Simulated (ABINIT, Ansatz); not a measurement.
# How the form of the self-energy moves the gap of AlN (P6_3mc)

Aim: compare treatments of exchange, screening and correlation for the gap of AlN (P6_3mc).

Program: ABINIT 10.8.3. Level of theory: PBE and many-body steps on it, plane waves. Results are calculated unless marked as measured.

The database entry behind the starting cell differs from later determinations by our own check (inner coordinate u about 0.002 short), so it need not match the best structure at ambient conditions.

### 1. Starting point

It takes space group P6_3mc (No. 186, hexagonal). The conventional cell has a = 3.113 Å, b = 3.113 Å, c = 4.981 Å, α = 90.00°, β = 90.00°, γ = 120.00°. Nearest to Al lie 4 N at 1.89 Å. Nearest to N lie 4 Al at 1.89 Å. Farther neighbours and most contacts between anions are not listed.

The cell and positions come from the Crystallography Open Database and are kept as given unless a step says otherwise.

### 2. Empty states on the mesh, 6×6×4 mesh, 559 bands

This step: ABINIT 10.8.3; DFT, PBE, plane waves, norm-conserving pseudopotentials.

The sums over transitions need many empty states on a uniform mesh; this step solves for them.

File run.abi:

```
acell 3*1.0 Angstrom
rprim 
  3.113000000011 -0.000000000003 0.000000000000
  -1.556500000003 2.695937081992 0.000000000000
  0.000000000000 0.000000000000 4.981000000000
ntypat 2
znucl 13 7
natom 4
typat 1 1 2 2
xred 
  0.333333333333 0.666666666667 0.000000000000
  0.666666666667 0.333333333333 0.500000000000
  0.333333333333 0.666666666667 0.380000000000
  0.666666666667 0.333333333333 0.880000000000
pp_dirpath "pseudos"
pseudos "Al.upf, N.upf"
ecut 36
ngkpt 6 6 4
nshiftk 1
shiftk 0 0 0
kptopt 1
chksymbreak 0
irdden 1
istwfk *1
nband 559
prtvol 0
optdriver 6
gwr_task "HDIAGO"
paral_kgb 0
occopt 1
indata_prefix "in"
outdata_prefix "out"
tmpdata_prefix "tmp"
```

Started as:

```console
$ OMP_NUM_THREADS=1 mpirun -n 4 abinit run.abi > log
```

The log of the run:

```text
.Version 10.8.3 of ABINIT. v10.8.2 released Aug 2026.

 Symmetries : space group P6_3 m c (#186); Bravais hP (primitive hexag.)
[... echo of the input left out ...]
== DATASET  1 ==================================================================
-   mpi_nproc: 4, omp_nthreads: 1 (-1 if OMP is not activated)

--- !DatasetInfo
iteration_state: {dtset: 1, }
dimensions: {natom: 4, nkpt: 21, mband: 559, nsppol: 1, nspinor: 1, nspden: 1, mpw: 2934, }
cutoff_energies: {ecut:  36.0, pawecutdg:  -1.0, }
[...]
Direct band gap semiconductor
 Fundamental gap:     4.220 (eV)
   VBM:     5.314 (eV) at k: [ 0.0000E+00,  0.0000E+00,  0.0000E+00]
   CBM:     9.535 (eV) at k: [ 0.0000E+00,  0.0000E+00,  0.0000E+00]
 Direct gap:         4.220 (eV) at k: [ 0.0000E+00,  0.0000E+00,  0.0000E+00]

== END DATASET(S) ==============================================================
================================================================================

 -outvars: echo values of variables after computation  --------
           etotal      0.0000000000E+00
            nband         559
             nkpt          21
          spgroup         186
 [... the other variables as echoed above ...]

 Calculation completed.
```

Run time: 1.9 min. Hardware: 4 MPI ranks of Arm Neoverse V1, shared host; peak memory 2.2 GiB.

This step gave:

* gap: 4.220 eV
* k of the valence top: 0, 0, 0
* k of the conduction bottom: 0, 0, 0
* least direct gap: 4.220 eV
* k points computed: 21
* lowest point of the top converged band, above the valence top: 301.7899 eV

On this mesh the gap is 4.220 eV.

The density comes from a self-consistent run that is not shown.

### 3. Screening, 6×6×4 mesh, 229 bands, screening to 247.6 eV

The RPA dielectric matrix is built and inverted for each q.

This step: RPA screening on PBE, plane waves, norm-conserving pseudopotentials.

Changes to run.abi since step 2:

```diff
@@ -22,10 +22,11 @@
 chksymbreak 0
-irdden 1
 istwfk *1
-nband 559
-prtvol 0
-optdriver 6
-gwr_task "HDIAGO"
-paral_kgb 0
 occopt 1
+irdwfk 1
+optdriver 3
+nband 229
+ecuteps 9.1
+inclvkb 2
+awtr 1
+symchi 1
 indata_prefix "in"
```

The log of the run:

```text
.Version 10.8.3 of ABINIT. v10.8.2 released Aug 2026.

 Symmetries : space group P6_3 m c (#186); Bravais hP (primitive hexag.)
[... echo of the input left out ...]
== DATASET  1 ==================================================================
-   mpi_nproc: 4, omp_nthreads: 1 (-1 if OMP is not activated)

--- !DatasetInfo
iteration_state: {dtset: 1, }
dimensions: {natom: 4, nkpt: 21, mband: 229, nsppol: 1, nspinor: 1, nspden: 1, mpw: 2934, }
cutoff_energies: {ecut:  36.0, pawecutdg:  -1.0, }
electrons: {nelect:   1.60000000E+01, charge:   0.00000000E+00, occopt:   1.00000000E+00, tsmear:   1.00000000E-02, }

 SCREENING: Calculation of the susceptibility and dielectric matrices

 Based on a program developped by R.W. Godby, V. Olevano, G. Onida, and L. Reining.
 Incorporated in ABINIT by V. Olevano, G.-M. Rignanese, and M. Torrent.
.Using double precision arithmetic ; gwpc =  8

[... cell and pseudopotentials left out ...]
--------------------------------------------------------------------------------

 ==== K-mesh for the wavefunctions ====
 Number of points in the irreducible wedge :    21
[... list of points left out ...]
 Together with 12 symmetry operations and time-reversal symmetry
 yields   144 points in the full Brillouin Zone.

 ==== Q-mesh for the screening function ====
 Number of points in the irreducible wedge :    21
[... list of points left out ...]
 Together with 12 symmetry operations and time-reversal symmetry
 yields   144 points in the full Brillouin Zone.

 setmesh: FFT mesh size selected  =    24x   24x   40
          total number of points  =        23040

 vcoul_init : cutoff-mode = AUXILIARY_FUNCTION
 q-points for optical limit:   1
     1)      0.000010    0.000020    0.000030

- screening: taking advantage of time-reversal symmetry
- Maximum band index for partially occupied states nbvw = 8
- Remaining bands to be divided among processors   nbcw = 221
- Number of bands treated by each node ~55

 Number of electrons calculated from density =   16.0000; Expected =   16.0000
 average of density, n =  0.056718
 r_s =    1.6146
 omega_plasma =   22.9728 [eV]

 calculating chi0 at frequencies [eV] :
  1    0.000000E+00    0.000000E+00
  2    0.000000E+00    2.297283E+01

--------------------------------------------------------------------------------
  q-point number  1        q = ( 0.000000, 0.000000, 0.000000) [r.l.u.]
--------------------------------------------------------------------------------
[... chi0 elements left out ...]
 For q-point:  0.000010 0.000020 0.000030
  dielectric constant =   4.2131
  dielectric constant without local fields =   4.6428

  Average fulfillment of the sum rule on Im[epsilon] for q-point    1 :     92.50  [%]
[... wings left out ...]
  q-point number  2        q = ( 0.166667, 0.000000, 0.000000) [r.l.u.]
--------------------------------------------------------------------------------
[... chi0 elements left out ...]
  Average fulfillment of the sum rule on Im[epsilon] for q-point    2 :     96.06  [%]

 [... 19 further q-points ...]
```

Elapsed: 7.4 min, on 4 MPI ranks; peak memory 2.5 GiB.

This step gave:

```yaml
eps_infinity_with_local_fields_on_this_mesh_along_the_program_s_q_direction: 4.213
the_same_without_local_fields: 4.643
plasma_frequency: 22.97 eV
plane_waves_in_the_screening_matrix: 373
```

Local fields lower ε∞ by 9 %.

### 4. G0W0, Godby-Needs plasmon pole

The self-energy is evaluated for the states that the input lists, and the levels follow from it, in one-shot runs by the linearised quasiparticle equation.

This step: G0W0 on PBE, plane waves, norm-conserving pseudopotentials.

Changes to run.abi since step 3:

```diff
@@ -25,8 +25,15 @@
 irdwfk 1
-optdriver 3
+optdriver 4
 nband 229
+gwcalctyp 0
+ecutsigx 36
+symsigma 1
+nkptgw 1
+kptgw 
+  0.0000000000 0.0000000000 0.0000000000
+bdgw 
+  6 10
 ecuteps 9.1
-inclvkb 2
-awtr 1
-symchi 1
+irdscr 1
+ppmodel 1
 indata_prefix "in"
```

The log of the run:

```text
.Version 10.8.3 of ABINIT. v10.8.2 released Aug 2026.

 Symmetries : space group P6_3 m c (#186); Bravais hP (primitive hexag.)
[... echo of the input left out ...]
== DATASET  1 ==================================================================
-   mpi_nproc: 4, omp_nthreads: 1 (-1 if OMP is not activated)

--- !DatasetInfo
iteration_state: {dtset: 1, }
dimensions: {natom: 4, nkpt: 21, mband: 229, nsppol: 1, nspinor: 1, nspden: 1, mpw: 2934, }
cutoff_energies: {ecut:  36.0, pawecutdg:  -1.0, }
electrons: {nelect:   1.60000000E+01, charge:   0.00000000E+00, occopt:   1.00000000E+00, tsmear:   1.00000000E-02, }

 SIGMA: Calculation of the GW corrections

 Based on a program developped by R.W. Godby, V. Olevano, G. Onida, and L. Reining.
 Incorporated in ABINIT by V. Olevano, G.-M. Rignanese, and M. Torrent.
.Using double precision arithmetic ; gwpc =  8

[... cell and pseudopotentials left out ...]
--------------------------------------------------------------------------------

 ==== K-mesh for the wavefunctions ====
 Number of points in the irreducible wedge :    21
[... list of points left out ...]
 Together with 12 symmetry operations and time-reversal symmetry
 yields   144 points in the full Brillouin Zone.

 ==== Q-mesh for screening function ====
 Number of points in the irreducible wedge :    21
[... list of points left out ...]
 Together with 12 symmetry operations and time-reversal symmetry
 yields   144 points in the full Brillouin Zone.

 vcoul_init : cutoff-mode = AUXILIARY_FUNCTION
 q-points for optical limit:   1
     1)      0.000010    0.000020    0.000030
 setmesh: FFT mesh size selected  =    27x   27x   54
          total number of points  =        39366

 Number of electrons calculated from density =   16.0000; Expected =   16.0000
 average of density, n =  0.056718
 r_s =    1.6146
 omega_plasma =   22.9728 [eV]

 === KS Band Gaps ===
  >>>> For spin  1
   Minimum direct gap =   4.2205 [eV], located at k-point      :   0.0000  0.0000  0.0000
   Fundamental gap    =   4.2205 [eV], Top of valence bands at :   0.0000  0.0000  0.0000
                                       Bottom of conduction at :   0.0000  0.0000  0.0000
 SIGMA fundamental parameters:
 PLASMON POLE MODEL  1
 number of plane-waves for SigmaX                 2863
 number of plane-waves for SigmaC and W            373
 number of plane-waves for wavefunctions          2863
 number of bands                                   229
 number of independent spin polarizations            1
 number of spinorial components                      1
 number of k-points in IBZ                          21
 number of q-points in IBZ                          21
 number of symmetry operations                      12
 number of k-points in BZ                          144
 number of q-points in BZ                          144
 number of frequencies for dSigma/dE                 9
 frequency step for dSigma/dE [eV]                0.25
 number of omega for Sigma on real axis              0
 max omega for Sigma on real axis  [eV]           0.00
 zcut for avoiding poles [eV]                     0.10

 EPSILON^-1 parameters (SCR file):
 dimension of the eps^-1 matrix on file            373
 dimension of the eps^-1 matrix used               373
 number of plane-waves for wavefunctions          2863
 number of bands                                   229
 number of q-points in IBZ                          21
 number of frequencies                               2
 number of real frequencies                          1
 number of imag frequencies                          1

 matrix elements of self-energy operator (all in [eV])

 Perturbative Calculation

--- !SelfEnergy_ee
iteration_state: {dtset: 1, }
kpoint     : [   0.000,    0.000,    0.000, ]
spin       : 1
KS_gap     :    4.220
QP_gap     :    5.629
Delta_QP_KS:    1.408
data: !SigmaeeData |
     Band     E0 <VxcDFT>   SigX SigC(E0)      Z dSigC/dE  Sig(E)    E-E0       E
        6   5.135 -16.968 -20.992   2.883   0.786  -0.272 -17.865  -0.897   4.237
        7   5.135 -16.968 -20.992   2.883   0.786  -0.272 -17.865  -0.897   4.237
        8   5.314 -17.078 -21.024   2.845   0.786  -0.272 -17.944  -0.866   4.448
        9   9.535 -12.527  -8.048  -3.815   0.817  -0.224 -11.985   0.542  10.077
       10  11.990 -10.836  -5.799  -4.320   0.826  -0.210 -10.244   0.592  12.582

== END DATASET(S) ==============================================================
================================================================================

 -outvars: echo values of variables after computation  --------
           etotal      0.0000000000E+00
            nband         229
             nkpt          21
          spgroup         186
 [... the other variables as echoed above ...]

 Calculation completed.
```

The job ended after 43 s (4 MPI ranks; peak memory 2.9 GiB; 2.8 min of CPU time).

Numbers from this step:

| Quantity | Value |
| --- | --- |
| G0W0 gap on the points computed | 5.629 eV |
| starting gap on the mesh | 4.220 eV |
| k of the valence top | 0, 0, 0 |
| k of the conduction bottom | 0, 0, 0 |
| Z at the valence top | 0.786 |
| Z at the conduction bottom | 0.817 |
| least direct G0W0 gap on the computed points | 5.629 eV |

The gap on the mesh goes from 4.22 eV to 5.63 eV, a correction of +1.41 eV.

### 5. G0W0, Hybertsen-Louie plasmon pole

Changes to run.abi since step 4:

```diff
@@ -37,3 +37,3 @@
 irdscr 1
-ppmodel 1
+ppmodel 2
 indata_prefix "in"
```

The log of the run:

```text
.Version 10.8.3 of ABINIT. v10.8.2 released Aug 2026.

 Symmetries : space group P6_3 m c (#186); Bravais hP (primitive hexag.)
[... echo of the input left out ...]
== DATASET  1 ==================================================================
-   mpi_nproc: 4, omp_nthreads: 1 (-1 if OMP is not activated)

--- !DatasetInfo
iteration_state: {dtset: 1, }
dimensions: {natom: 4, nkpt: 21, mband: 229, nsppol: 1, nspinor: 1, nspden: 1, mpw: 2934, }
cutoff_energies: {ecut:  36.0, pawecutdg:  -1.0, }
electrons: {nelect:   1.60000000E+01, charge:   0.00000000E+00, occopt:   1.00000000E+00, tsmear:   1.00000000E-02, }

 SIGMA: Calculation of the GW corrections

 Based on a program developped by R.W. Godby, V. Olevano, G. Onida, and L. Reining.
 Incorporated in ABINIT by V. Olevano, G.-M. Rignanese, and M. Torrent.
.Using double precision arithmetic ; gwpc =  8

[... cell and pseudopotentials left out ...]
--------------------------------------------------------------------------------

 ==== K-mesh for the wavefunctions ====
 Number of points in the irreducible wedge :    21
[... list of points left out ...]
 Together with 12 symmetry operations and time-reversal symmetry
 yields   144 points in the full Brillouin Zone.

 ==== Q-mesh for screening function ====
 Number of points in the irreducible wedge :    21
[... list of points left out ...]
 Together with 12 symmetry operations and time-reversal symmetry
 yields   144 points in the full Brillouin Zone.

 vcoul_init : cutoff-mode = AUXILIARY_FUNCTION
 q-points for optical limit:   1
     1)      0.000010    0.000020    0.000030
 setmesh: FFT mesh size selected  =    27x   27x   54
          total number of points  =        39366

 Number of electrons calculated from density =   16.0000; Expected =   16.0000
[...]
number of q-points in IBZ                          21
 number of symmetry operations                      12
 number of k-points in BZ                          144
 number of q-points in BZ                          144
 number of frequencies for dSigma/dE                 9
 frequency step for dSigma/dE [eV]                0.25
 number of omega for Sigma on real axis              0
 max omega for Sigma on real axis  [eV]           0.00
 zcut for avoiding poles [eV]                     0.10

 EPSILON^-1 parameters (SCR file):
 dimension of the eps^-1 matrix on file            373
 dimension of the eps^-1 matrix used               373
 number of plane-waves for wavefunctions          2863
 number of bands                                   229
 number of q-points in IBZ                          21
 number of frequencies                               2
 number of real frequencies                          1
 number of imag frequencies                          1

 matrix elements of self-energy operator (all in [eV])

 Perturbative Calculation

--- !SelfEnergy_ee
iteration_state: {dtset: 1, }
kpoint     : [   0.000,    0.000,    0.000, ]
spin       : 1
KS_gap     :    4.220
QP_gap     :    5.746
Delta_QP_KS:    1.526
data: !SigmaeeData |
     Band     E0 <VxcDFT>   SigX SigC(E0)      Z dSigC/dE  Sig(E)    E-E0       E
        6   5.135 -16.968 -20.992   2.324   0.825  -0.213 -18.370  -1.402   3.732
        7   5.135 -16.968 -20.992   2.324   0.825  -0.213 -18.370  -1.402   3.732
        8   5.314 -17.078 -21.024   2.298   0.825  -0.213 -18.437  -1.359   3.955
        9   9.535 -12.527  -8.048  -4.282   0.846  -0.182 -12.361   0.166   9.701
       10  11.990 -10.836  -5.799  -4.634   0.852  -0.174 -10.493   0.343  12.333

== END DATASET(S) ==============================================================
================================================================================

 -outvars: echo values of variables after computation  --------
           etotal      0.0000000000E+00
            nband         229
             nkpt          21
          spgroup         186
 [... the other variables as echoed above ...]

 Calculation completed.
```

Wall time 41 s (4 MPI ranks); peak memory 2.7 GiB; 2.8 min of CPU time.

Numbers from this step:

| Property | Result |
| --- | --- |
| G0W0 gap on the points computed | 5.746 eV |
| starting gap on the mesh | 4.220 eV |
| k of the valence top | 0, 0, 0 |
| k of the conduction bottom | 0, 0, 0 |
| Z at the valence top | 0.825 |
| Z at the conduction bottom | 0.846 |
| least direct G0W0 gap on the computed points | 5.746 eV |

Against G0W0 in ABINIT (6×6×4 mesh, 229 bands, screening to 247.6 eV, Godby-Needs plasmon pole), the gap moves by +0.117 eV.

### 6. G0W0, Engel-Farid plasmon pole

Changes to run.abi since step 5:

```diff
@@ -37,3 +37,3 @@
 irdscr 1
-ppmodel 2
+ppmodel 4
 indata_prefix "in"
```

The log of the run:

```text
.Version 10.8.3 of ABINIT. v10.8.2 released Aug 2026.

 Symmetries : space group P6_3 m c (#186); Bravais hP (primitive hexag.)
[... echo of the input left out ...]
== DATASET  1 ==================================================================
-   mpi_nproc: 4, omp_nthreads: 1 (-1 if OMP is not activated)

--- !DatasetInfo
iteration_state: {dtset: 1, }
dimensions: {natom: 4, nkpt: 21, mband: 229, nsppol: 1, nspinor: 1, nspden: 1, mpw: 2934, }
cutoff_energies: {ecut:  36.0, pawecutdg:  -1.0, }
[...]
8   5.314 -17.078 -21.024   2.425   0.801  -0.249 -18.296  -1.218   4.097
        9   9.535 -12.527  -8.048  -4.101   0.831  -0.203 -12.213   0.314   9.849
       10  11.990 -10.836  -5.799  -4.544   0.838  -0.193 -10.423   0.413  12.403

== END DATASET(S) ==============================================================
================================================================================

 -outvars: echo values of variables after computation  --------
           etotal      0.0000000000E+00
            nband         229
             nkpt          21
          spgroup         186
 [... the other variables as echoed above ...]

 Calculation completed.
```

Elapsed: 20 s, on 4 MPI ranks; peak memory 2.3 GiB; 80 s of CPU time.

This step gave:

| Quantity | Value |
| --- | --- |
| G0W0 gap on the points computed | 5.752 eV |
| starting gap on the mesh | 4.220 eV |
| k of the valence top | 0, 0, 0 |
| k of the conduction bottom | 0, 0, 0 |
| least direct G0W0 gap on the computed points | 5.752 eV |

Against G0W0 in ABINIT (6×6×4 mesh, 229 bands, screening to 247.6 eV, Godby-Needs plasmon pole), the gap moves by +0.123 eV.

### 7. One-shot Hartree-Fock

This step: one-shot Hartree-Fock on PBE, plane waves, norm-conserving pseudopotentials.

Changes to run.abi since step 6:

```diff
@@ -26,4 +26,4 @@
 optdriver 4
-nband 229
-gwcalctyp 0
+nband 12
+gwcalctyp 5
 ecutsigx 36
@@ -35,5 +35,4 @@
   6 10
-ecuteps 9.1
-irdscr 1
-ppmodel 4
+ixc_sigma 40
+fftgw 31
 indata_prefix "in"
```

The log of the run:

```text
.Version 10.8.3 of ABINIT. v10.8.2 released Aug 2026.

 Symmetries : space group P6_3 m c (#186); Bravais hP (primitive hexag.)
[... echo of the input left out ...]
== DATASET  1 ==================================================================
-   mpi_nproc: 4, omp_nthreads: 1 (-1 if OMP is not activated)

--- !DatasetInfo
iteration_state: {dtset: 1, }
dimensions: {natom: 4, nkpt: 21, mband: 12, nsppol: 1, nspinor: 1, nspden: 1, mpw: 2934, }
cutoff_energies: {ecut:  36.0, pawecutdg:  -1.0, }
[...]
8   5.314 -17.078 -21.024   0.000   1.000   0.000 -21.024  -3.946   1.368
        9   9.535 -12.527  -8.048   0.000   1.000   0.000  -8.048   4.479  14.014
       10  11.990 -10.836  -5.799   0.000   1.000   0.000  -5.799   5.037  17.027

== END DATASET(S) ==============================================================
================================================================================

 -outvars: echo values of variables after computation  --------
           etotal      0.0000000000E+00
            nband          12
             nkpt          21
          spgroup         186
 [... the other variables as echoed above ...]

 Calculation completed.
```

Run time: 2.5 s. Hardware: 4 MPI ranks; peak memory 0.13 GiB.

This step gave:

```yaml
quasiparticle_gap_on_the_points_computed: 12.65 eV
starting_gap_on_the_mesh: 4.220 eV
k_of_the_valence_top: 0, 0, 0
k_of_the_conduction_bottom: 0, 0, 0
least_direct_quasiparticle_gap_on_the_computed_points: 12.65 eV
```

Against G0W0 in ABINIT (6×6×4 mesh, 229 bands, screening to 247.6 eV, Godby-Needs plasmon pole), the gap moves by +7.017 eV.

[end of part 1 of 2]

[Paths, hosts, dates, memory and timing lines, banners, echoed tables and standing remarks are left out of the program output.]

[Logs are printed without paths, hosts, clocks, repeated set-up lines and the standing remarks that a program may print on its own settings, such as how far it seeks lower states.]

[Runs of the session that timed out or met a known fault of the program may be left out.]

[Hosts, paths, dates, database ids (printed as entryN), source tags and the programs' standing remarks are cut or masked in the printed files.]

[G0W0 gaps are taken among the corrected bands and points alone; a level outside them can change the order at an edge.]

[Where Ansatz stands beside ABINIT at settings called matched, ABINIT's density can come from a denser mesh and the files from another edition; pairs whose starting gaps differed by over 0.03 eV were left out, so agreement reads better than it is.]
